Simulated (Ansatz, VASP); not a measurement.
# SiNi in VASP and in Ansatz

INCAR

```
SYSTEM = SiNi
  ALGO = Normal
  EDIFF = 1E-6
  ENCUT = 520
  GGA = PE
  ISIF = 2
  ISMEAR = 0
  LASPH = .True.
  LCHARG = .False.
  LREAL = .False.
  LWAVE = .False.
  NBANDS = 38
  NELM = 100
  PREC = Accurate
  SIGMA = 0.15
```

KPOINTS

```
k-points
0
Gamma
  8 12 8
  0 0 0
```

POSCAR

```
SiNi
1.0
    5.1540864102      0.0000000000      0.0000000000
    0.0000000000      3.3754899888      0.0000000000
    0.0000000000      0.0000000000      5.6197139747
Si Ni
4 4
Direct
    0.3212470398      0.7500000000      0.0840781290
    0.1787529602      0.2500000000      0.5840781290
    0.8212470398      0.7500000000      0.4159218710
    0.6787529602      0.2500000000      0.9159218710
    0.0082175838      0.2500000000      0.1617951824
    0.4917824162      0.7500000000      0.6617951824
    0.5082175838      0.2500000000      0.2848213178
    0.9917824162      0.7500000000      0.7848213178
```

Input for Ansatz:

```yaml
crystal:
  lattice:
    - [5.1540864066, 0.0, 0.0]
    - [0.0, 3.3754900003, 0.0]
    - [0.0, 0.0, 5.619713966]
  atoms:
    - { symbol: Si, position: [0.3212470392, 0.75, 0.084078131] }
    - { symbol: Si, position: [0.1787529608, 0.25, 0.584078131] }
    - { symbol: Si, position: [0.8212470392, 0.75, 0.415921869] }
    - { symbol: Si, position: [0.6787529608, 0.25, 0.915921869] }
    - { symbol: Ni, position: [0.0082175761, 0.25, 0.1617951835] }
    - { symbol: Ni, position: [0.4917824239, 0.75, 0.6617951835] }
    - { symbol: Ni, position: [0.5082175761, 0.25, 0.2848213165] }
    - { symbol: Ni, position: [0.9917824239, 0.75, 0.7848213165] }
basis:
  ecutwfc: 420
kpoints:
  mp_grid: { grid: [8, 12, 8] }
hamiltonian:
  xc: pbe
scf:
  occupations: { method: gaussian, width: 0.15 }
output:
  forces: true
  stress: true
  eigenvalues: true
  write_density: true
  write_potential: true
  elf: true
  volumetric_format: npy
```

Change from the starting cell: all Ni atoms moved -0.150 Å, as atom 5 along Cartesian [0 0 1].

Alike in both runs: task single point; functional PBE; k mesh 8 × 12 × 8; occupations gaussian, width 0.15 eV; no spin polarisation.

|  | VASP | Ansatz |
| --- | --- | --- |
| version | VASP 6.6.1 | Ansatz 0.2.0 |
| potentials or method | VASP PAW PBE potentials, release 64 (Si, Ni) | scalar-relativistic, plane waves, PAW |
| plane-wave cutoff (eV) | 520 | 420 |
| valence electrons in the cell | 56 | 88 |

Ansatz gave:

```
gap on the k mesh at the Fermi level (eV)       : none
pressure (GPa)                                  : 1.8
largest component of the traceless stress (GPa) : 0.41
rms of the force components (eV/Å)              : 0.703
```

Problem. What did VASP give for the same quantities?

Solution. gap on the k mesh at the Fermi level (eV): none; pressure (GPa): 1.7; largest component of the traceless stress (GPa): 0.51; rms of the force components (eV/Å): 0.706.

Atom by atom the forces differ by 0.006 eV/Å (rms over components). A gap of «none» marks a metal or a gap that the smearing closes. The two sets of potentials don't hold the same shells in valence.

Caveats: forces of over 1 eV/Å show positions far from the minimum, so gaps and moduli don't describe the material at rest. Spin polarisation is off, so any magnetic state and its effect on volume and gap are missing.
